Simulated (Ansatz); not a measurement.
# AgCl: the cell at several levels of theory

An exercise on one series of results from a longer session: the logs are not shown, and one member is left open.

Code: Ansatz 0.2.0. PAW datasets, plane waves, zero pressure. Values at 0 K without nuclear motion; spin polarisation is off, and the phase may be a hypothetical one.

## Starting point

This is the cell as the run starts from it, not yet at rest; its lengths are not the crystal's.

Space group P6_3/mmc (No. 194), hexagonal; a = 3.559 Å, c = 5.802 Å in the conventional setting, 15.92 Å³ an atom. Near Ag stand 6 Cl at 2.52 Å; near Cl stand 6 Ag at 2.52 Å.

Structure file:

```
CELL_PARAMETERS angstrom
3.55948 0.00000 0.00000
-1.77974 3.08260 0.00000
0.00000 0.00000 5.80195
ATOMIC_POSITIONS crystal
Ag 0.00000 0.00000 0.00000
Ag 0.00000 0.00000 0.50000
Cl 0.33333 0.66667 0.25000
Cl 0.66667 0.33333 0.75000
```

Set-up of the first run:

Contents of input.yaml:

```yaml
crystal:
  lattice:
    - [3.55947591, 0.0, 0.0]
    - [-1.779737955, 3.0825965622, 0.0]
    - [0.0, 0.0, 5.8019457333]
  atoms:
    - { symbol: Ag, position: [0.0, 0.0, 0.0] }
    - { symbol: Ag, position: [0.0, 0.0, 0.5] }
    - { symbol: Cl, position: [0.3333333333, 0.6666666667, 0.25] }
    - { symbol: Cl, position: [0.6666666667, 0.3333333333, 0.75] }
kpoints:
  mp_grid: { grid: [12, 12, 4] }
hamiltonian:
  xc: pbe
scf:
  occupations: { method: fermi_dirac, width: 0.02 }
relax:
  f_tol: 0.005
  cell: {}
```

Among the steps run: Relaxation with PBE; Relaxation with r2SCAN; Relaxing with PBEsol; LDA: cell and atoms; Relaxation with HSE06.

One of the session's tables, all rows but one given; the rest of the session is left out.

```
 level  a (Å)  c (Å)  volume (Å³/atom)
   PBE      ?      ?                 ?
r2SCAN  4.005  6.201            21.533
PBEsol  3.998  5.911            20.453
   LDA  3.954  5.748            19.454
 HSE06  3.994  6.412            22.151
```

Q: Estimate the row for PBE from the others.

As computed: a (Å): 4.074; c (Å): 6.200; volume (Å³/atom): 22.278. In the column «a (Å)» it is the highest.

From the start to the first minimum the volume moved by +40.0 %. The volume runs from LDA (least) to PBE (most), a spread of 14.5 %, or 4.6 % in length if all axes shared it alike. The meshes differ: PBE 12×12×4, r2SCAN 6×6×4, PBEsol 6×6×4, LDA 6×6×4, HSE06 6×6×4.
